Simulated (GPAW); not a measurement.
# BAs (Pm-3m) in GPAW: a series of runs

Runs on BAs. Level: PBE. Tasks: relaxation of cell and atoms.

All numbers are computed with GPAW 26.7.0; they aren't measurements. Logs are shortened: lines on timing, memory, paths and dates and some standing lists are left out, and cuts for length are marked. The log counts tension as positive stress, the text compression.

### 1 Starting point

The structure is cubic, space group Pm-3m (No. 221). The conventional cell has a = 2.934 Å, b = 2.934 Å, c = 2.934 Å, α = 90.00°, β = 90.00°, γ = 90.00°. B (site symmetry m-3m) is surrounded by 8 As at 2.54 Å. As (site symmetry m-3m) has 8 B at 2.54 Å as nearest neighbours.

The cell was built by a generator and needn't be a form met in nature.

### 2 Relaxation of cell and atoms, PBE, target pressure 2 GPa, at which the enthalpy is minimised

Contents of run.py:

```python
from ase.filters import FrechetCellFilter
from ase.io import read, write
from ase.optimize import BFGS
from ase.units import GPa
from gpaw import GPAW, PW

atoms = read('BAs.xyz')

calc = GPAW(mode=PW(800),
            xc='PBE',
            kpts={'size': (9, 9, 9), 'gamma': True},
            occupations={'name': 'fermi-dirac', 'width': 0.05},
            nbands=11,
            convergence={'density': 1e-05, 'forces': 0.0001},
            maxiter=150,
            txt='gpaw.txt')
atoms.calc = calc
opt = BFGS(FrechetCellFilter(atoms, scalar_pressure=2 * GPa), trajectory='relax.traj', logfile='-')
done = opt.run(fmax=0.02, steps=60)
calc.write('gs.gpw')
write('result.traj', atoms)
print('Converged:', done)
print('Cell:', atoms.cell.cellpar().round(4))
print('Volume:', round(atoms.get_volume(), 4))
print(atoms.get_scaled_positions().round(5))
```

Contents of BAs.xyz:

```xyz
2
Lattice="2.9343700000 0.0000000000 0.0000000000 0.0000000000 2.9343700000 0.0000000000 0.0000000000 0.0000000000 2.9343700000" Properties=species:S:1:pos:R:3 pbc="T T T"
B      1.4671850000      1.4671850000      1.4671850000
As     0.0000000000      0.0000000000      0.0000000000
```

Potentials or basis: GPAW PAW data sets (gpaw-data 1.2.1), pw.

The run is started by

```bash
$ OMP_NUM_THREADS=1 python run.py
```

gpaw.txt:

```text
__  _  _
 | _ |_)|_||  |
 |__||  | ||/\| - 26.7.0

Input parameters:
  mode=PW(ecut=800.0),
  convergence={'density': 1e-05, 'forces': 0.0001},
  kpts=MonkhorstPack(size=(9, 9, 9), gamma=True),
  maxiter=150,
  nbands=11,
  occupations=Occupations(name='fermi-dirac', width=0.05),
  xc=XC(name='PBE')

Diagonalizing LCAO Hamiltonian
Converting LCAO to pw mode
   .------.
  /|      |
 * |      |
 | | B    |
 | .------.
 |/      /
 As-----*

Atoms  # Å, Bohr magnetons
|   | symbol |        x |        y |        z |    initial magnetic moments |
|---|--------|----------|----------|----------|-----------------------------|
| 0 |      B | 1.467185 | 1.467185 | 1.467185 | ( 0.0000,  0.0000,  0.0000) |
| 1 |     As | 0.000000 | 0.000000 | 0.000000 | ( 0.0000,  0.0000,  0.0000) |

Unit cell  # Å
| periodic |        x |        y |        z |  lengths |    angles |
|----------|----------|----------|----------|----------|-----------|
|      yes | 2.934370 | 0.000000 | 0.000000 | 2.934370 | 90.000000 |
|      yes | 0.000000 | 2.934370 | 0.000000 | 2.934370 | 90.000000 |
|      yes | 0.000000 | 0.000000 | 2.934370 | 2.934370 | 90.000000 |

Number of symmetries: 48
Symmetry operations  # r_c * U_cc + t_c -> r_c
|    | kind |            matrix            |
|----|------|------------------------------|
|  0 |  E   |  1, 0, 0,  0, 1, 0,  0, 0, 1 |
|  1 |  σ   |  1, 0, 0,  0, 1, 0,  0, 0,-1 |
|  2 |  σ   |  1, 0, 0,  0, 0, 1,  0, 1, 0 |
|  3 |  C4  |  1, 0, 0,  0, 0, 1,  0,-1, 0 |
|  4 |  C4  |  1, 0, 0,  0, 0,-1,  0, 1, 0 |
|  5 |  σ   |  1, 0, 0,  0, 0,-1,  0,-1, 0 |
|  6 |  σ   |  1, 0, 0,  0,-1, 0,  0, 0, 1 |
|  7 |  C2  |  1, 0, 0,  0,-1, 0,  0, 0,-1 |
|  8 |  σ   |  0, 1, 0,  1, 0, 0,  0, 0, 1 |
|  9 |  C2  |  0, 1, 0,  1, 0, 0,  0, 0,-1 |
| 10 |  C3  |  0, 1, 0,  0, 0, 1,  1, 0, 0 |
| 11 |  S6  |  0, 1, 0,  0, 0, 1, -1, 0, 0 |
| 12 |  S6  |  0, 1, 0,  0, 0,-1,  1, 0, 0 |
| 13 |  C3  |  0, 1, 0,  0, 0,-1, -1, 0, 0 |
[... 167 lines left out ...]
SCF iterations
|iter     | |      energy | eigst |  dens |force |
|---------|-|-------------|-------|-------|------|
|iter:   1| |   -8.475910 | -0.29 |       |      |
|iter:   2| |   -8.445040 | -2.52 | -1.08 |      |
|iter:   3| |   -8.335933 | -2.68 | -1.13 |      |
|iter:   4| |   -8.335453 | -4.51 | -1.91 |      |
|iter:   5| |   -8.335343c| -4.80 | -2.24 |      |
|iter:   6| |   -8.335345c| -6.49 | -3.31 |      |
|iter:   7| |   -8.335345c| -7.29 | -3.76 |      |
|iter:   8| |   -8.335345c| -8.55c| -4.86 |      |
|iter:   9| |   -8.335345c| -9.36c| -5.40c|      |
|iter:  10| |   -8.335345c|-10.25c| -6.50c|-24.34c|

Converged in 10 steps
Energy contributions relative to reference atoms: (reference = -62172.463167)

Energy contributions:
  Kinetic:           9.501099
  Coulomb:          -7.416893
  Zero:             -0.000804
  External:          0.000000
  Xc:              -10.413729
  Entropy:          -0.010039
  Spinorbit:         0.000000
  ----------------------------
  Free energy:      -8.340365
  Extrapolated:     -8.335345
[... 22 lines left out ...]
Stress tensor  # eV/Ang^3
|         x |         y |         z |
|-----------|-----------|-----------|
| -0.001957 |  0.000000 |  0.000000 |
|  0.000000 | -0.001957 |  0.000000 |
|  0.000000 |  0.000000 | -0.001957 |

Forces  # eV/Ang
|        x |       y |       z |
|----------|---------|---------|
|  0.00000 | 0.00000 | 0.00000 |  # B    0
| -0.00000 | 0.00000 | 0.00000 |  # As   1

Interpolating wave functions to new cell

           B

       As

Atoms  # Å, Bohr magnetons
|   | symbol |         x |        y |        z |    initial magnetic moments |
|---|--------|-----------|----------|----------|-----------------------------|
| 0 |      B |  1.465792 | 1.465792 | 1.465792 | ( 0.0000,  0.0000,  0.0000) |
| 1 |     As | -0.000000 | 0.000000 | 0.000000 | ( 0.0000,  0.0000,  0.0000) |

Unit cell  # Å
| periodic |         x |         y |        z |  lengths |    angles |
|----------|-----------|-----------|----------|----------|-----------|
|      yes |  2.931584 | -0.000000 | 0.000000 | 2.931584 | 90.000000 |
|      yes | -0.000000 |  2.931584 | 0.000000 | 2.931584 | 90.000000 |
|      yes |  0.000000 |  0.000000 | 2.931584 | 2.931584 | 90.000000 |

Number of symmetries: 48
Symmetry operations  # r_c * U_cc + t_c -> r_c
|    | kind |            matrix            |
|----|------|------------------------------|
|  0 |  E   |  1, 0, 0,  0, 1, 0,  0, 0, 1 |
|  1 |  σ   |  1, 0, 0,  0, 1, 0,  0, 0,-1 |
|  2 |  σ   |  1, 0, 0,  0, 0, 1,  0, 1, 0 |
|  3 |  C4  |  1, 0, 0,  0, 0, 1,  0,-1, 0 |
|  4 |  C4  |  1, 0, 0,  0, 0,-1,  0, 1, 0 |
|  5 |  σ   |  1, 0, 0,  0, 0,-1,  0,-1, 0 |
|  6 |  σ   |  1, 0, 0,  0,-1, 0,  0, 0, 1 |
|  7 |  C2  |  1, 0, 0,  0,-1, 0,  0, 0,-1 |
|  8 |  σ   |  0, 1, 0,  1, 0, 0,  0, 0, 1 |
|  9 |  C2  |  0, 1, 0,  1, 0, 0,  0, 0,-1 |
| 10 |  C3  |  0, 1, 0,  0, 0, 1,  1, 0, 0 |
| 11 |  S6  |  0, 1, 0,  0, 0, 1, -1, 0, 0 |
| 12 |  S6  |  0, 1, 0,  0, 0,-1,  1, 0, 0 |
| 13 |  C3  |  0, 1, 0,  0, 0,-1, -1, 0, 0 |
[... 167 lines left out ...]
SCF iterations
|iter     | |      energy | eigst |  dens |force |
|---------|-|-------------|-------|-------|------|
|iter:   1| |   -8.335260 | -3.63 |       |      |
|iter:   2| |   -8.335239 | -6.47 | -2.75 |      |
|iter:   3| |   -8.335117c| -5.76 | -2.78 |      |
|iter:   4| |   -8.335113c| -6.76 | -3.46 |      |
|iter:   5| |   -8.335111c| -8.00c| -4.10 |      |
|iter:   6| |   -8.335111c| -7.59c| -4.48 |      |
|iter:   7| |   -8.335111c| -8.34c| -5.55c|      |
|iter:   8| |   -8.335111c| -9.48c| -6.10c|-24.11c|

Converged in 8 steps
Energy contributions relative to reference atoms: (reference = -62172.463167)

Energy contributions:
  Kinetic:           9.702225
  Coulomb:          -7.563445
  Zero:             -0.000939
  External:          0.000000
  Xc:              -10.467958
  Entropy:          -0.009988
  Spinorbit:         0.000000
  ----------------------------
  Free energy:      -8.340105
  Extrapolated:     -8.335111
[... 22 lines left out ...]
Stress tensor  # eV/Ang^3
|         x |         y |         z |
|-----------|-----------|-----------|
| -0.003791 | -0.000000 |  0.000000 |
| -0.000000 | -0.003791 |  0.000000 |
|  0.000000 |  0.000000 | -0.003791 |

Forces  # eV/Ang
|        x |        y |        z |
|----------|----------|----------|
| -0.00000 | -0.00000 | -0.00000 |  # B    0
|  0.00000 |  0.00000 |  0.00000 |  # As   1

Interpolating wave functions to new cell

           B

       As

Atoms  # Å, Bohr magnetons
|   | symbol |        x |        y |         z |    initial magnetic moments |
|---|--------|----------|----------|-----------|-----------------------------|
| 0 |      B | 1.459314 | 1.459314 |  1.459314 | ( 0.0000,  0.0000,  0.0000) |
| 1 |     As | 0.000000 | 0.000000 | -0.000000 | ( 0.0000,  0.0000,  0.0000) |

Unit cell  # Å
| periodic |         x |         y |        z |  lengths |    angles |
|----------|-----------|-----------|----------|----------|-----------|
|      yes |  2.918628 | -0.000000 | 0.000000 | 2.918628 | 90.000000 |
|      yes | -0.000000 |  2.918628 | 0.000000 | 2.918628 | 90.000000 |
|      yes | -0.000000 |  0.000000 | 2.918628 | 2.918628 | 90.000000 |

Number of symmetries: 48
Symmetry operations  # r_c * U_cc + t_c -> r_c
|    | kind |            matrix            |
|----|------|------------------------------|
|  0 |  E   |  1, 0, 0,  0, 1, 0,  0, 0, 1 |
|  1 |  σ   |  1, 0, 0,  0, 1, 0,  0, 0,-1 |
|  2 |  σ   |  1, 0, 0,  0, 0, 1,  0, 1, 0 |
|  3 |  C4  |  1, 0, 0,  0, 0, 1,  0,-1, 0 |
|  4 |  C4  |  1, 0, 0,  0, 0,-1,  0, 1, 0 |
|  5 |  σ   |  1, 0, 0,  0, 0,-1,  0,-1, 0 |
|  6 |  σ   |  1, 0, 0,  0,-1, 0,  0, 0, 1 |
|  7 |  C2  |  1, 0, 0,  0,-1, 0,  0, 0,-1 |
|  8 |  σ   |  0, 1, 0,  1, 0, 0,  0, 0, 1 |
|  9 |  C2  |  0, 1, 0,  1, 0, 0,  0, 0,-1 |
| 10 |  C3  |  0, 1, 0,  0, 0, 1,  1, 0, 0 |
| 11 |  S6  |  0, 1, 0,  0, 0, 1, -1, 0, 0 |
| 12 |  S6  |  0, 1, 0,  0, 0,-1,  1, 0, 0 |
| 13 |  C3  |  0, 1, 0,  0, 0,-1, -1, 0, 0 |
[... 167 lines left out ...]
SCF iterations
|iter     | |      energy | eigst |  dens |force |
|---------|-|-------------|-------|-------|------|
|iter:   1| |   -8.335013 | -2.29 |       |      |
|iter:   2| |   -8.334632 | -5.14 | -2.08 |      |
|iter:   3| |   -8.332362c| -4.43 | -2.11 |      |
|iter:   4| |   -8.332272c| -5.42 | -2.79 |      |
|iter:   5| |   -8.332259c| -6.65 | -3.43 |      |
|iter:   6| |   -8.332260c| -7.00 | -3.81 |      |
|iter:   7| |   -8.332260c| -8.52c| -4.90 |      |
|iter:   8| |   -8.332260c| -9.40c| -5.41c|      |
|iter:   9| |   -8.332260c|-10.49c| -6.76c|-24.78c|

Converged in 9 steps
Energy contributions relative to reference atoms: (reference = -62172.463167)

Energy contributions:
  Kinetic:          10.637792
  Coulomb:          -8.241734
  Zero:             -0.001572
  External:          0.000000
  Xc:              -10.721897
  Entropy:          -0.009699
  Spinorbit:         0.000000
  ----------------------------
  Free energy:      -8.337109
  Extrapolated:     -8.332260
[... 22 lines left out ...]
Stress tensor  # eV/Ang^3
|         x |         y |         z |
|-----------|-----------|-----------|
| -0.012457 | -0.000000 |  0.000000 |
| -0.000000 | -0.012457 |  0.000000 |
|  0.000000 |  0.000000 | -0.012457 |

Forces  # eV/Ang
|       x |       y |        z |
|---------|---------|----------|
| 0.00000 | 0.00000 | -0.00000 |  # B    0
| 0.00000 | 0.00000 |  0.00000 |  # As   1

# Writing to gs.gpw (mode='')
```

It took 19 s on 1 thread of Arm Neoverse V1, shared host; peak memory 0.19 GiB.

What came out:

* Free energy: -8.3371 eV
* Relaxed volume: 12.43 Å³/atom
* Relaxed cell: a = 2.919 Å, b = 2.919 Å, c = 2.919 Å, α = 90.00°, β = 90.00°, γ = 90.00°
* Space group after relaxing (to 0.05 Å): Pm-3m (No. 221)
* Energy change on relaxing (the enthalpy is what falls): +1.5 meV/atom
* Ionic steps: 3
* Pressure after relaxing: 2.0 GPa
* Band gap on the k mesh: none (metal or under the smearing width)

Step by step:
| step | energy change (eV) | largest force (eV/Å) | pressure (GPa) | volume (Å³) |
| --- | --- | --- | --- | --- |
| 1 | 0.0000 | 0.0000 | 0.31 | 25.27 |
| 2 | 0.0002 | 0.0000 | 0.61 | 25.19 |
| 3 | 0.0031 | 0.0000 | 2.00 | 24.86 |

Final structure:
```
B As
1.0
     2.91863    0.00000    0.00000
     0.00000    2.91863    0.00000
     0.00000    0.00000    2.91863
B As
1 1
Direct
  0.50000 0.50000 0.50000
  0.00000 0.00000 0.00000
```

Caveat: later steps reuse the first step's grids.

### 3 Relaxation of cell and atoms, PBE, target pressure 5 GPa, at which the enthalpy is minimised

run.py: that of step 2 with these lines changed.

```diff
@@ -1,3 +1,4 @@
+from ase import Atoms
 from ase.filters import FrechetCellFilter
-from ase.io import read, write
+from ase.io import write
 from ase.optimize import BFGS
@@ -6,3 +7,9 @@
 
-atoms = read('BAs.xyz')
+atoms = Atoms(['B', 'As'],
+              cell=[[2.93437, 0.0, 0.0],
+                    [0.0, 2.93437, 0.0],
+                    [0.0, 0.0, 2.93437]],
+              scaled_positions=[[0.5, 0.5, 0.5],
+                                [0.0, 0.0, 0.0]],
+              pbc=True)
 
@@ -17,3 +24,3 @@
 atoms.calc = calc
-opt = BFGS(FrechetCellFilter(atoms, scalar_pressure=2 * GPa), trajectory='relax.traj', logfile='-')
+opt = BFGS(FrechetCellFilter(atoms, scalar_pressure=5 * GPa), trajectory='relax.traj', logfile='-')
 done = opt.run(fmax=0.02, steps=60)
```

Potentials or basis: GPAW PAW data sets (gpaw-data 1.2.1), pw.

The run is started by

```bash
$ OMP_NUM_THREADS=1 python run.py
```

Run time: 19 s. Hardware: 1 thread of Arm Neoverse V1, shared host; peak memory 0.18 GiB.

The run converged. Its results:

```
Free energy                                            : -8.3215 eV
Relaxed volume                                         : 12.09 Å³/atom
Relaxed cell                                           : a = 2.892 Å, b = 2.892 Å, c = 2.892 Å, α = 90.00°, β = 90.00°, γ = 90.00°
Space group after relaxing (to 0.05 Å)                 : Pm-3m (No. 221)
Energy change on relaxing (the enthalpy is what falls) : +9.2 meV/atom
Ionic steps                                            : 3
Pressure after relaxing                                : 5.2 GPa
Band gap on the k mesh                                 : none (metal or under the smearing width)
```

The path:
```
step  energy change (eV)  largest force (eV/Å)  pressure (GPa)  volume (Å³)
   1              0.0000                0.0000            0.31        25.27
   2              0.0010                0.0000            1.13        25.07
   3              0.0185                0.0000            5.25        24.19
```

Final structure:
```yaml
crystal:
  lattice:
    - [2.89199, 0.00000, 0.00000]
    - [0.00000, 2.89199, 0.00000]
    - [0.00000, 0.00000, 2.89199]
  atoms:
    - { symbol: B, position: [0.50000, 0.50000, 0.50000] }
    - { symbol: As, position: [0.00000, 0.00000, 0.00000] }
```

Levels at points of the mesh, in eV from the Fermi level:
| k point | band 1 | band 2 | band 3 | band 4 | band 5 | band 6 | band 7 | band 8 |
| --- | --- | --- | --- | --- | --- | --- | --- | --- |
| (0.00, 0.00, 0.00) | -16.08 | -0.78 | -0.78 | -0.78 | 0.25 | 5.74 | 5.74 | 9.88 |

Caveat: later steps reuse the first step's grids.

### 4 Relaxation of cell and atoms, PBE, target pressure 10 GPa, at which the enthalpy is minimised

Contents of run.py:

```python
from ase.filters import FrechetCellFilter
from ase.io import read, write
from ase.optimize import BFGS
from ase.units import GPa
from gpaw import GPAW, PW

atoms = read('BAs.xyz')

calc = GPAW(mode=PW(800),
            xc='PBE',
            kpts={'size': (9, 9, 9), 'gamma': True},
            occupations={'name': 'fermi-dirac', 'width': 0.05},
            nbands=11,
            convergence={'density': 1e-05, 'forces': 0.0001},
            maxiter=150,
            txt='gpaw.txt')
atoms.calc = calc
opt = BFGS(FrechetCellFilter(atoms, scalar_pressure=10 * GPa), trajectory='relax.traj', logfile='-')
done = opt.run(fmax=0.02, steps=60)
calc.write('gs.gpw')
write('result.traj', atoms)
print('Converged:', done)
print('Cell:', atoms.cell.cellpar().round(4))
print('Volume:', round(atoms.get_volume(), 4))
print(atoms.get_scaled_positions().round(5))
```

BAs.xyz is that of step 2.

The run is started by

```bash
$ OMP_NUM_THREADS=1 python run.py
```

Run time: 26 s. Hardware: 1 thread of Arm Neoverse V1, shared host; peak memory 0.2 GiB.

It converged, with:

```yaml
Free_energy: -8.2827 eV
Relaxed_volume: 11.69 Å³/atom
Relaxed_cell: a = 2.859 Å, b = 2.859 Å, c = 2.859 Å, α = 90.00°, β = 90.00°, γ = 90.00°
Space_group_after_relaxing_to_0.05_Å: Pm-3m (No. 221)
Energy_change_on_relaxing_the_enthalpy_is_what_falls: +28.7 meV/atom
Ionic_steps: 4
Pressure_after_relaxing: 9.9 GPa
Band_gap_on_the_k_mesh: none (metal or under the smearing width)
```

The path:
```csv
step,energy change (eV),largest force (eV/Å),pressure (GPa),volume (Å³)
1,0.0000,0.0000,0.31,25.27
2,0.0032,0.0000,2.02,24.86
3,0.0708,0.0000,11.21,23.18
4,0.0573,0.0000,9.92,23.38
```

Final structure:
```xyz
2
Lattice="2.8594 0.0000 0.0000 0.0000 2.8594 0.0000 0.0000 0.0000 2.8594" Properties=species:S:1:pos:R:3 pbc="T T T"
B     1.4297    1.4297    1.4297
As    0.0000    0.0000    0.0000
```

Levels at points of the mesh, in eV from the Fermi level:
```tsv
k point	band 1	band 2	band 3	band 4	band 5	band 6	band 7	band 8
(0.00, 0.00, 0.00)	-16.43	-0.84	-0.84	-0.84	0.56	5.69	5.69	10.25
```

Caveat: later steps reuse the first step's grids.

### 5 Relaxation of cell and atoms, PBE, target pressure 20 GPa, at which the enthalpy is minimised

run.py: that of step 4 with these lines changed.

```diff
@@ -1,3 +1,4 @@
+from ase import Atoms
 from ase.filters import FrechetCellFilter
-from ase.io import read, write
+from ase.io import write
 from ase.optimize import BFGS
@@ -6,3 +7,9 @@
 
-atoms = read('BAs.xyz')
+atoms = Atoms(['B', 'As'],
+              cell=[[2.93437, 0.0, 0.0],
+                    [0.0, 2.93437, 0.0],
+                    [0.0, 0.0, 2.93437]],
+              scaled_positions=[[0.5, 0.5, 0.5],
+                                [0.0, 0.0, 0.0]],
+              pbc=True)
 
@@ -17,3 +24,3 @@
 atoms.calc = calc
-opt = BFGS(FrechetCellFilter(atoms, scalar_pressure=10 * GPa), trajectory='relax.traj', logfile='-')
+opt = BFGS(FrechetCellFilter(atoms, scalar_pressure=20 * GPa), trajectory='relax.traj', logfile='-')
 done = opt.run(fmax=0.02, steps=60)
```

The run is started by

```bash
$ OMP_NUM_THREADS=1 python run.py
```

Run time: 30 s. Hardware: 1 thread of Arm Neoverse V1, shared host; peak memory 0.21 GiB.

Results (log left out):

```
Free energy                                            : -8.1541 eV
Relaxed volume                                         : 11.00 Å³/atom
Relaxed cell                                           : a = 2.802 Å, b = 2.802 Å, c = 2.802 Å, α = 90.00°, β = 90.00°, γ = 90.00°
Space group after relaxing (to 0.05 Å)                 : Pm-3m (No. 221)
Energy change on relaxing (the enthalpy is what falls) : +92.6 meV/atom
Ionic steps                                            : 5
Pressure after relaxing                                : 20.0 GPa
Band gap on the k mesh                                 : none (metal or under the smearing width)
```

The path:
```tsv
step	energy change (eV)	largest force (eV/Å)	pressure (GPa)	volume (Å³)
1	0.0000	0.0000	0.31	25.27
2	0.0110	0.0000	3.95	24.44
3	0.2399	0.0000	23.60	21.59
4	0.1797	0.0000	19.61	22.04
5	0.1853	0.0000	19.99	21.99
```

Final structure:
```cif
data_structure
_symmetry_space_group_name_H-M 'P 1'
_symmetry_Int_Tables_number 1
_cell_length_a 2.8017
_cell_length_b 2.8017
_cell_length_c 2.8017
_cell_angle_alpha 90.000
_cell_angle_beta 90.000
_cell_angle_gamma 90.000
_cell_volume 21.99
loop_
_atom_site_label
_atom_site_type_symbol
_atom_site_fract_x
_atom_site_fract_y
_atom_site_fract_z
_atom_site_occupancy
B1 B 0.50000 0.50000 0.50000 1
As1 As 0.00000 0.00000 0.00000 1
```

Levels at points of the mesh, in eV from the Fermi level:
```
           k point  band 1  band 2  band 3  band 4  band 5  band 6  band 7  band 8  band 9
(0.00, 0.00, 0.00)  -17.12   -0.96   -0.96   -0.96    1.13    5.59    5.59   10.92   10.92
```

Caveat: later steps reuse the first step's grids.

### 6 For comparison

An earlier run on the cell as given: functional PBE; potentials or basis GPAW PAW data sets (gpaw-data 1.2.1); cutoff 800 eV; basis pw; k mesh 9 × 9 × 9; occupations fermi-dirac, width 0.05 eV; no spin polarisation.

- Pressure: 0.3 GPa
- Band gap on the k mesh: none (metal or under the smearing width)

### 7 Summary

| task | cell | optimizer | fmax | max steps | target pressure | convergence | gap on the mesh (eV) | pressure (GPa) |
| --- | --- | --- | --- | --- | --- | --- | --- | --- |
| relaxation of cell and atoms | relaxed to 2 GPa | BFGS | 0.02 eV/Å | 60 | 2 GPa | density=1e-05 forces=0.0001 | none | 2.0 |
| relaxation of cell and atoms | relaxed to 5 GPa | BFGS | 0.02 eV/Å | 60 | 5 GPa | density=1e-05 forces=0.0001 | none | 5.2 |
| relaxation of cell and atoms | relaxed to 10 GPa | BFGS | 0.02 eV/Å | 60 | 10 GPa | density=1e-05 forces=0.0001 | none | 9.9 |
| relaxation of cell and atoms | relaxed to 20 GPa | BFGS | 0.02 eV/Å | 60 | 20 GPa | density=1e-05 forces=0.0001 | none | 20.0 |
| single point | as given | - | - | - | - | - | none | 0.3 |

Alike in all rows: level PBE; potentials or basis GPAW PAW data sets (gpaw-data 1.2.1), pw; no spin polarisation; k mesh 9 × 9 × 9; cutoff (eV) 800; smearing fermi-dirac 0.05 eV.

Caveats: later steps reuse the first step's grids (some runs).

Total energies depend on the potentials used, so only differences within one code and one set of settings carry meaning.
